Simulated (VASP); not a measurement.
# MoS2 in VASP: single point with r2SCAN

Aim: the single point of MoS2 with r2SCAN.

Program: VASP 6.6.1. These are calculated values, not measurements. Logs are shortened: lines on timing, memory, paths and dates and some standing lists are left out, and cuts for length are marked.

### 1 The structure

The cell holds a slab with vacuum, 3 atoms: a = 3.184 Å, b = 3.184 Å, c = 17.335 Å, α = 90.00°, β = 90.00°, γ = 120.00°.

### 2 Single point, r2SCAN

The input, POSCAR:

```
MoS2
1.0
    3.1841260000      0.0000000000      0.0000000000
   -1.5920630000      2.7575340000      0.0000000000
    0.0000000000      0.0000000000     17.3346000000
Mo S
1 2
Direct
    0.0000000000      0.0000000000      0.0000000000
    0.3333330000      0.6666670000      0.0894930000
    0.3333330000      0.6666670000      0.9105070000
```

The input, INCAR.step1:

```
PREC = Accurate
ENCUT = 520
ISMEAR = 1
SIGMA = 0.05
LREAL = F
LASPH = T
NELM = 100
NBANDS = 20
GGA = PE
ALGO = Normal
EDIFF = 1E-4
LWAVE = T
LCHARG = F
```

The input, INCAR.step2:

```
PREC = Accurate
ENCUT = 520
EDIFF = 1E-6
ISMEAR = 1
SIGMA = 0.05
LREAL = F
LASPH = T
NELM = 100
ALGO = Normal
ISIF = 2
LWAVE = F
LCHARG = F
METAGGA = R2SCAN
LMIXTAU = T
NBANDS = 20
ISTART = 1
```

The input, KPOINTS:

```
Automatic mesh
0
Gamma
  8 8 2
```

Potentials or basis: VASP PAW PBE potentials, release 64 (Mo_sv, S).

Launch:

```bash
$ cat potpaw_PBE.64/Mo_sv/POTCAR potpaw_PBE.64/S/POTCAR > POTCAR
$ cp INCAR.step1 INCAR
$ mpirun -np 1 vasp_std > vasp.out
$ cp INCAR.step2 INCAR
$ mpirun -np 1 vasp_std > vasp.out
```

OUTCAR:

```text
PREC = Accurate
   ENCUT = 520
   EDIFF = 1E-6
   ISMEAR = 1
   LREAL = F
   LASPH = T
   NELM = 100
   ISIF = 2
   METAGGA = R2SCAN
   ISTART = 1

 ion  position               nearest neighbor table
   1  0.000  0.000  0.000-   2 2.41   3 2.41   2 2.41   3 2.41   2 2.41   3 2.41
   2  0.333  0.667  0.089-   1 2.41   1 2.41   1 2.41
   3  0.333  0.667  0.911-   1 2.41   1 2.41   1 2.41

  LATTYP: Found a hexagonal cell.
 ALAT       =     3.1841260000
 C/A-ratio  =     5.4440684822

  Lattice vectors:

 A1 = (   3.1841260000,   0.0000000000,   0.0000000000)
 A2 = (  -1.5920630000,   2.7575340000,   0.0000000000)
 A3 = (   0.0000000000,   0.0000000000,  17.3346000000)

Analysis of symmetry for initial positions (statically):
=====================================================================
 Subroutine PRICEL returns:
 Original cell was already a primitive cell.

 Routine SETGRP: Setting up the symmetry group for a
 hexagonal supercell.

 Subroutine GETGRP returns: Found 12 space group operations
 (whereof 12 operations were pure point group operations)
 out of a pool of 24 trial point group operations.

The static configuration has the point symmetry D_3h.

Analysis of symmetry for dynamics (positions and initial velocities):
=====================================================================
 Subroutine PRICEL returns:
 Original cell was already a primitive cell.

 Routine SETGRP: Setting up the symmetry group for a
 hexagonal supercell.

 Subroutine GETGRP returns: Found 12 space group operations
 (whereof 12 operations were pure point group operations)
 out of a pool of 24 trial point group operations.

The dynamic configuration has the point symmetry D_3h.

 Subroutine INISYM returns: Found 12 space group operations
 (whereof 12 operations are pure point group operations),
 and found     1 'primitive' translations

----------------------------------------------------------------------------------------

                                     Primitive cell

  volume of cell :     152.2036

  direct lattice vectors                    reciprocal lattice vectors
     3.184126000  0.000000000  0.000000000     0.314057924  0.181321427  0.000000000
    -1.592063000  2.757534000  0.000000000     0.000000000  0.362642854  0.000000000
     0.000000000  0.000000000 17.334600000     0.000000000  0.000000000  0.057688092

  length of vectors
     3.184126000  3.184125996 17.334600000     0.362642854  0.362642854  0.057688092

  position of ions in fractional coordinates (direct lattice)
     0.000000000  0.000000000  0.000000000
     0.333333000  0.666667000  0.089493000
     0.333333000  0.666667000  0.910507000

  ion indices of the primitive-cell ions
   primitive index   ion index
                 1           1
                 2           2
                 3           3

----------------------------------------------------------------------------------------

 KPOINTS: Automatic mesh

Automatic generation of k-mesh.
 Grid dimensions read from file:
 generate k-points for:    8    8    2

 Generating k-lattice:

  Cartesian coordinates                     Fractional coordinates (reciprocal lattice)
     0.039257240  0.022665178  0.000000000     0.125000000  0.000000000  0.000000000
     0.000000000  0.045330357  0.000000000     0.000000000  0.125000000  0.000000000
     0.000000000  0.000000000  0.028844046     0.000000000  0.000000000  0.500000000

  Length of vectors
     0.045330357  0.045330357  0.028844046

  Shift w.r.t. Gamma in fractional coordinates (k-lattice)
     0.000000000  0.000000000  0.000000000

 Subroutine IBZKPT returns following result:
 ===========================================

 Found     20 irreducible k-points:

 Following reciprocal coordinates:
            Coordinates               Weight
  0.000000  0.000000  0.000000      1.000000
  0.125000 -0.000000  0.000000      6.000000
  0.250000 -0.000000  0.000000      6.000000
  0.375000  0.000000  0.000000      6.000000
  0.500000 -0.000000  0.000000      3.000000
  0.125000  0.125000  0.000000      6.000000
[... 12 lines left out ...]
  0.250000  0.250000  0.500000      6.000000
  0.375000  0.250000  0.500000      6.000000
   k-points           NKPTS =     20   k-points in BZ     NKDIM =     20   number of bands    NBANDS=     20
   number of dos      NEDOS =    301   number of ions     NIONS =      3
   total plane-waves  NPLWV =  80640
   dimension x,y,z NGX =    24 NGY =   24 NGZ =  140
   dimension x,y,z NGXF=    48 NGYF=   48 NGZF=  280
   ions per type =               1   2
   NGX,Y,Z   is equivalent  to a cutoff of  12.53, 12.53, 13.43 a.u.
   NGXF,Y,Z  is equivalent  to a cutoff of  25.06, 25.06, 26.85 a.u.
 SYSTEM =  unknown system
   PREC   = accura    normal or accurate (medium, high low for compatibility)
   ISTART =      1    job   : 0-new  1-cont  2-samecut
   ICHARG =      0    charge: 1-file 2-atom 10-const
   ISPIN  =      1    spin polarized calculation?
   LNONCOLLINEAR =      F non collinear calculations
   LSORBIT =      F    spin-orbit coupling
   LASPH  =      T    aspherical Exc in radial PAW
   ENCUT  =  520.0 eV  38.22 Ry    6.18 a.u.   5.92  5.92 32.23*2*pi/ulx,y,z
   NELM   =    100;   NELMIN=  2; NELMDL=  0     # of ELM steps
   EDIFF  = 0.1E-05   stopping-criterion for ELM
   LREAL  =      F    real-space projection
   EDIFFG = 0.1E-04   stopping-criterion for IOM
   NSW    =      0    number of steps for IOM
   IBRION =     -1    ionic relax: 0-MD 1-quasi-New 2-CG
   NFREE  =      0    steps in history (QN), initial steepest desc. (CG)
   ISIF   =      2    stress and relaxation
   ISYM   =      2    0-nonsym 1-usesym 2-fastsym
   POTIM  = 0.5000    time-step for ionic-motion
   TEBEG  =    0.0;   TEEND  =   0.0 temperature during run
   PSTRESS=    0.0 pullay stress
   NELECT =      26.0000    total number of electrons
   NUPDOWN=      -1.0000    fix difference up-down
   EMIN   =  10.00;   EMAX   =-10.00  energy-range for DOS
   EFERMI =   0.00;   METHOD = LEGACY
   ISMEAR =     1;   SIGMA  =   0.05  broadening in eV -4-tet -1-fermi 0-gaus
   EFERMI_NEDOS =   21; number of points for ismear=-14 and -15
   IALGO  =     38    algorithm
   IMIX   =      4    mixing-type and parameters
     AMIX     =   0.40;   BMIX     =  1.00
     AMIX_MAG =   1.60;   BMIX_MAG =  1.00
  volume/ion in A,a.u.               =      50.73       342.37
  Fermi-wavevector in a.u.,A,eV,Ry     =   0.908359  1.716550 11.226391  0.825116
  Thomas-Fermi vector in A             =   2.032276
   LORBIT       =      0    0 simple, 1 ext, 2 COOP (PROOUT), +10 PAW based schemes
   METAGGA = R2SCAN    functional components
   LHFCALC =     F    Hartree Fock is set to
   AEXX    =    0.0000 exact exchange contribution
   IVDW    =     0    specifies the selected vdW correction
   LEPSILON=     F    determine dielectric tensor
   LRPA    =     F    only Hartree local field effects (RPA)
 non-spin polarized calculation
 Methfessel and Paxton  Order N= 1 SIGMA  =   0.05
  energy-cutoff  :      520.00
  volume of cell :      152.20
 maximum number of plane-waves:      4130
 NGX is ok and might be reduce to    24
   NGX = 11   NGY = 11   NGZ = 65

 number of electron      25.9999999 magnetization

 Free energy of the ion-electron system (eV)
  ---------------------------------------------------
  ext. energy  EPLUGINS =         0.00000000
  ---------------------------------------------------
  free energy    TOTEN  =       -45.00099126 eV

  energy without entropy =      -45.00103656  energy(sigma->0) =      -45.00100636

 E-fermi :  -1.5216     XC(G=0):  -4.4414

 val. band max:       -1.5636990698   @ k =   0.0000   0.0000   0.0000
 cond. band min:       0.3085077273   @ k =   0.3750   0.2500   0.0000
 fundamental gap:      1.8722067971
 Fermi energy:        -1.5216105575

 k-point     1 :       0.0000    0.0000    0.0000
  band No.  band energies     occupation
      1     -64.4317      2.00000
      2     -37.8439      2.00000
      3     -37.6361      2.00000
      4     -37.6361      2.00000
      5     -16.4083      2.00000
      6     -15.0020      2.00000
[... 12 lines left out ...]
     19       4.7567      0.00000
     20       5.1072      0.00000

 k-point     2 :       0.1250   -0.0000    0.0000
  band No.  band energies     occupation
      1     -64.4257      2.00000
      2     -37.8318      2.00000
      3     -37.6959      2.00000
      4     -37.6497      2.00000
      5     -16.1720      2.00000
      6     -14.9103      2.00000
[... 12 lines left out ...]
     19       5.0582      0.00000
     20       5.8232      0.00000

 k-point     3 :       0.2500   -0.0000    0.0000
  band No.  band energies     occupation
      1     -64.4111      2.00000
      2     -37.8381      2.00000
      3     -37.8026      2.00000
      4     -37.6822      2.00000
      5     -15.5511      2.00000
      6     -14.6714      2.00000
[... 12 lines left out ...]
     19       5.9013      0.00000
     20       6.6224      0.00000

 k-point     4 :       0.3750    0.0000    0.0000
  band No.  band energies     occupation
      1     -64.3964      2.00000
      2     -37.9774      2.00000
      3     -37.7733      2.00000
      4     -37.7146      2.00000
      5     -14.8246      2.00000
      6     -14.4010      2.00000
[... 12 lines left out ...]
     19       6.7145      0.00000
     20       6.7573      0.00000

 k-point     5 :       0.5000   -0.0000    0.0000
  band No.  band energies     occupation
      1     -64.3903      2.00000
      2     -38.0342      2.00000
      3     -37.7611      2.00000
      4     -37.7279      2.00000
      5     -14.4751      2.00000
      6     -14.2769      2.00000
[... 12 lines left out ...]
     19       6.8540      0.00000
     20       7.3226      0.00000
[... 261 lines left out ...]
      6     -14.4791      2.00000
[... 12 lines left out ...]
     19       6.4819      0.00000
     20       7.3565      0.00000

 k-point    18 :       0.3750    0.1250    0.5000
  band No.  band energies     occupation
      1     -64.3903      2.00000
      2     -38.0035      2.00000
      3     -37.7611      2.00000
      4     -37.7600      2.00000
      5     -14.4883      2.00000
      6     -14.2651      2.00000
[... 12 lines left out ...]
     19       7.5632      0.00000
     20       7.6751      0.00000

 k-point    19 :       0.2500    0.2500    0.5000
  band No.  band energies     occupation
      1     -64.3903      2.00000
      2     -37.9611      2.00000
      3     -37.8038      2.00000
      4     -37.7611      2.00000
      5     -14.5013      2.00000
      6     -14.2533      2.00000
[... 12 lines left out ...]
     19       7.3054      0.00000
     20       7.6983      0.00000

 k-point    20 :       0.3750    0.2500    0.5000
  band No.  band energies     occupation
      1     -64.3860      2.00000
      2     -37.9660      2.00000
      3     -37.8494      2.00000
      4     -37.7525      2.00000
      5     -14.2495      2.00000
      6     -14.1466      2.00000
[... 12 lines left out ...]
     19       7.1017      0.00000
     20       8.4737      0.00000

------------------------ aborting loop because EDIFF is reached ----------------------------------------

  FORCE on cell =-STRESS in cart. coord.  units (eV):
  Direction    XX          YY          ZZ          XY          YZ          ZX
  --------------------------------------------------------------------------------------
  -------------------------------------------------------------------------------------
  Total        0.0261952      0.0261952      0.0501869      0.0000000      0.0000000      0.0000000
  in kB        0.2757445      0.2757445      0.5282939      0.0000000      0.0000000      0.0000000
  external PRESSURE =       0.3599277 kB  Pullay stress =       0.0000000 kB

 VOLUME and BASIS-vectors are now :
 -----------------------------------------------------------------------------
  energy-cutoff  :      520.00
  volume of cell :      152.20
      direct lattice vectors                 reciprocal lattice vectors
     3.184126000  0.000000000  0.000000000     0.314057924  0.181321427  0.000000000
    -1.592063000  2.757534000  0.000000000     0.000000000  0.362642854  0.000000000
     0.000000000  0.000000000 17.334600000     0.000000000  0.000000000  0.057688092

 POSITION                                       TOTAL-FORCE (eV/Angst)
 -----------------------------------------------------------------------------------
      0.00000      0.00000      0.00000         0.000000      0.000000      0.000000
     -0.00000      1.83836      1.55133        -0.000000      0.000000      0.021739
     -0.00000      1.83836     15.78327        -0.000000     -0.000000     -0.021739
 -----------------------------------------------------------------------------------
    total drift:                                0.001531     -0.000884      0.000000

  FREE ENERGIE OF THE ION-ELECTRON SYSTEM (eV)
  ---------------------------------------------------
  free  energy   TOTEN  =       -45.0009912594 eV

  energy  without entropy=      -45.0010365591  energy(sigma->0) =      -45.00100636
```

Wall time 3 min (1 thread of Intel Xeon Platinum 8488C (Sapphire Rapids), shared host); peak memory 0.32 GiB.

Results:

| Property | Result |
| --- | --- |
| Free energy | -45.0010 eV |
| Largest force | 0.022 eV/Å |
| Band gap on the k mesh | 1.87 eV, indirect (least direct gap 2.10 eV) |

Forces on the atoms (eV/Å):
```
Mo   0.000  0.000  0.000
S    0.000  0.000  0.022
S    0.000  0.000 -0.022
```

Levels at points of the mesh, in eV from the valence-band top:
| k point | band 9 | band 10 | band 11 | band 12 | band 13 | band 14 | band 15 | band 16 | band 17 | band 18 |
| --- | --- | --- | --- | --- | --- | --- | --- | --- | --- | --- |
| (0.00, 0.00, 0.00) | -2.87 | -1.91 | -1.72 | -1.72 | 0.00 | 2.88 | 2.88 | 3.14 | 3.14 | 5.92 |
| (0.50, 0.00, 0.00) | -4.33 | -3.44 | -2.04 | -1.18 | -0.70 | 2.32 | 2.85 | 4.16 | 4.53 | 6.57 |
| (0.00, 0.00, 0.50) | -2.87 | -1.91 | -1.72 | -1.72 | 0.00 | 2.88 | 2.88 | 3.14 | 3.14 | 6.01 |
| (0.50, 0.00, 0.50) | -4.33 | -3.44 | -2.04 | -1.18 | -0.70 | 2.32 | 2.85 | 4.16 | 4.53 | 6.57 |

Caveat: the PAW data sets were made with another functional, which shifts forces and pressure a little.
